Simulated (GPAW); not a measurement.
Here is a GPAW 26.7.0 calculation.

The input run.py:

```python
import spglib
from ase import Atoms
from ase.eos import EquationOfState
from ase.io import Trajectory, read
from ase.units import GPa
from gpaw import GPAW

atoms = read('ZnS.cif')
cell, positions, numbers = spglib.find_primitive(
    (atoms.cell[:], atoms.get_scaled_positions(), atoms.numbers), symprec=1e-4)
atoms = Atoms(numbers, cell=cell, scaled_positions=positions, pbc=True)

traj = Trajectory('eos.traj', 'w')
volumes, energies = [], []
for x in [0.94, 0.96, 0.98, 1.0, 1.02, 1.04, 1.06]:
    a = atoms.copy()
    a.set_cell(atoms.cell * x**(1 / 3), scale_atoms=True)
    calc = GPAW(mode='fd',
                h=0.16,
                xc='PBE',
                kpts={'size': (7, 7, 7), 'gamma': True},
                occupations={'name': 'fermi-dirac', 'width': 0.05},
                nbands=18,
                convergence={'density': 1e-05, 'energy': 1e-05},
                maxiter=150,
                txt=f'eos-{x:.2f}.txt')
    a.calc = calc
    energies.append(a.get_potential_energy(force_consistent=True))
    volumes.append(a.get_volume())
    calc.write(f'eos-{x:.2f}.gpw')
    traj.write(a)
    print(f'{x:.2f} {volumes[-1]:10.4f} A^3 {energies[-1]:14.6f} eV', flush=True)

v0, e0, B = EquationOfState(volumes, energies, eos='birchmurnaghan').fit()
print(f'V0 = {v0:.4f} A^3, E0 = {e0:.6f} eV, B0 = {B / GPa:.2f} GPa')
```

File ZnS.cif:

```cif
data_ZnS
_cell_length_a 5.40400000
_cell_length_b 5.40400000
_cell_length_c 5.40400000
_cell_angle_alpha 90.00000000
_cell_angle_beta 90.00000000
_cell_angle_gamma 90.00000000
_space_group_name_H-M_alt 'F-43m'
_space_group_name_Hall 'F -4 2 3'
_space_group_IT_number 216
loop_
_space_group_symop_operation_xyz
'x,y,z'
'y,-x,-z'
'-x,-y,z'
'-y,x,-z'
'x,-y,-z'
'y,x,z'
'-x,y,-z'
'-y,-x,z'
'z,x,y'
'-z,y,-x'
'z,-x,-y'
'-z,-y,x'
'-z,x,-y'
'z,y,x'
'-z,-x,y'
'z,-y,-x'
'y,z,x'
'-x,-z,y'
'-y,z,-x'
'x,-z,-y'
'-y,-z,x'
'x,z,y'
'y,-z,-x'
'-x,z,-y'
'x,y+1/2,z+1/2'
'y,-x+1/2,-z+1/2'
'-x,-y+1/2,z+1/2'
'-y,x+1/2,-z+1/2'
'x,-y+1/2,-z+1/2'
'y,x+1/2,z+1/2'
'-x,y+1/2,-z+1/2'
'-y,-x+1/2,z+1/2'
'z,x+1/2,y+1/2'
'-z,y+1/2,-x+1/2'
'z,-x+1/2,-y+1/2'
'-z,-y+1/2,x+1/2'
'-z,x+1/2,-y+1/2'
'z,y+1/2,x+1/2'
'-z,-x+1/2,y+1/2'
'z,-y+1/2,-x+1/2'
'y,z+1/2,x+1/2'
'-x,-z+1/2,y+1/2'
'-y,z+1/2,-x+1/2'
'x,-z+1/2,-y+1/2'
'-y,-z+1/2,x+1/2'
'x,z+1/2,y+1/2'
'y,-z+1/2,-x+1/2'
'-x,z+1/2,-y+1/2'
'x+1/2,y,z+1/2'
'y+1/2,-x,-z+1/2'
'-x+1/2,-y,z+1/2'
'-y+1/2,x,-z+1/2'
'x+1/2,-y,-z+1/2'
'y+1/2,x,z+1/2'
'-x+1/2,y,-z+1/2'
'-y+1/2,-x,z+1/2'
'z+1/2,x,y+1/2'
'-z+1/2,y,-x+1/2'
'z+1/2,-x,-y+1/2'
'-z+1/2,-y,x+1/2'
'-z+1/2,x,-y+1/2'
'z+1/2,y,x+1/2'
'-z+1/2,-x,y+1/2'
'z+1/2,-y,-x+1/2'
'y+1/2,z,x+1/2'
'-x+1/2,-z,y+1/2'
'-y+1/2,z,-x+1/2'
'x+1/2,-z,-y+1/2'
'-y+1/2,-z,x+1/2'
'x+1/2,z,y+1/2'
'y+1/2,-z,-x+1/2'
'-x+1/2,z,-y+1/2'
'x+1/2,y+1/2,z'
'y+1/2,-x+1/2,-z'
'-x+1/2,-y+1/2,z'
'-y+1/2,x+1/2,-z'
'x+1/2,-y+1/2,-z'
'y+1/2,x+1/2,z'
'-x+1/2,y+1/2,-z'
'-y+1/2,-x+1/2,z'
'z+1/2,x+1/2,y'
'-z+1/2,y+1/2,-x'
'z+1/2,-x+1/2,-y'
'-z+1/2,-y+1/2,x'
'-z+1/2,x+1/2,-y'
'z+1/2,y+1/2,x'
'-z+1/2,-x+1/2,y'
'z+1/2,-y+1/2,-x'
'y+1/2,z+1/2,x'
'-x+1/2,-z+1/2,y'
'-y+1/2,z+1/2,-x'
'x+1/2,-z+1/2,-y'
'-y+1/2,-z+1/2,x'
'x+1/2,z+1/2,y'
'y+1/2,-z+1/2,-x'
'-x+1/2,z+1/2,-y'
loop_
_atom_site_label
_atom_site_type_symbol
_atom_site_symmetry_multiplicity
_atom_site_Wyckoff_symbol
_atom_site_fract_x
_atom_site_fract_y
_atom_site_fract_z
_atom_site_occupancy
Zn1 Zn 4 c 0.2500000000 0.2500000000 0.2500000000 1
S1 S 4 a 0.0000000000 0.0000000000 0.0000000000 1
```

Potentials or basis: GPAW PAW data sets (gpaw-data 1.2.1), fd.

Launch:

```console
$ OMP_NUM_THREADS=1 python run.py
```

(1) Estimate the equilibrium volume.

(2) What does it give for the bulk modulus?

Results:

(1) 20.18 Å³/atom.

(2) 73 GPa.

**Measured values to compare with.**

“Electronic, vibrational, and thermodynamic properties of ZnS (zincblende and rocksalt structure)”, 2009, arxiv:0911.5022 quotes, for a bulk crystal of ZnS: bulk modulus 76.9 GPa.

A measured bulk modulus of ZnS is 76.9 GPa (quoted in “Electronic, vibrational, and thermodynamic properties of ZnS (zincblende and rocksalt structure)”, 2009, arxiv:0911.5022); the calculated 73 GPa misses it by -5.4 %. The fit is for a static lattice scaled at fixed shape and fixed fractional positions.
